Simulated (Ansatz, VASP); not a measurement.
# KBr: VASP beside Ansatz

File INCAR:

```
PREC = Accurate ; ENCUT = 520
EDIFF = 1E-8 ; ISMEAR = -1
SIGMA = 0.08 ; LREAL = False
LASPH = True ; NELM = 60
ALGO = Normal ; ISIF = 2
LWAVE = False ; LCHARG = False
GGA = PE ; LEFG = True
NBANDS = 15
```

KPOINTS

```
Automatic mesh
0
Gamma
  11 11 11
```

Contents of POSCAR:

```
KBr
1.0
    0.0000000000      3.6517201777      3.6517201777
    3.6517201777      0.0000000000      3.6517201777
    3.6517201777      3.6517201777      0.0000000000
K Br
1 1
Direct
    0.0000000000      0.0000000000      0.0000000000
    0.2500000000      0.2500000000      0.2500000000
```

Input for Ansatz:

```yaml
crystal:
  lattice:
    - [0.0, 3.6517201777, 3.6517201777]
    - [3.6517201777, 0.0, 3.6517201777]
    - [3.6517201777, 3.6517201777, 0.0]
  atoms:
    - { symbol: K, position: [0.0, 0.0, 0.0] }
    - { symbol: Br, position: [0.25, 0.25, 0.25] }
kpoints:
  mp_grid: { grid: [11, 11, 11] }
scf:
  occupations: { method: fermi_dirac, width: 0.08 }
hamiltonian:
  xc: pbe
  pseudopotentials: { kind: all_electron, datasets: crystal }
output:
  forces: true
  stress: true
  eigenvalues: true
  efg: { contact_densities: true }
```

Change from the starting cell: volume scaled by 0.95, crystal datasets.

Alike in both runs: task electric field gradients; functional PBE; k mesh 11 × 11 × 11; occupations fermi-dirac, width 0.08 eV; no spin polarisation.

```csv
,VASP,Ansatz
version,VASP 6.6.1,Ansatz 0.2.0
potentials or method,"VASP PAW PBE potentials, release 64 (K_sv, Br)","all-electron PAW with datasets made for the crystal, scalar-relativistic"
plane-wave cutoff (eV),520,see its input
```

```tsv
	VASP	Ansatz	Ansatz less VASP
gap on the k mesh at the Fermi level (eV)	4.33	4.34	+0.002
pressure (GPa)	0.6	0.6	-0.03
Vzz of the field gradient on the site that differs most (V/Å²)	0.0	0.0	0.00
```

Ansatz ran all-electron here, so the differences hold the error of VASP's frozen core and of both bases.

Caveats: an odd mesh through Γ misses points on the zone boundary, where band edges often lie.
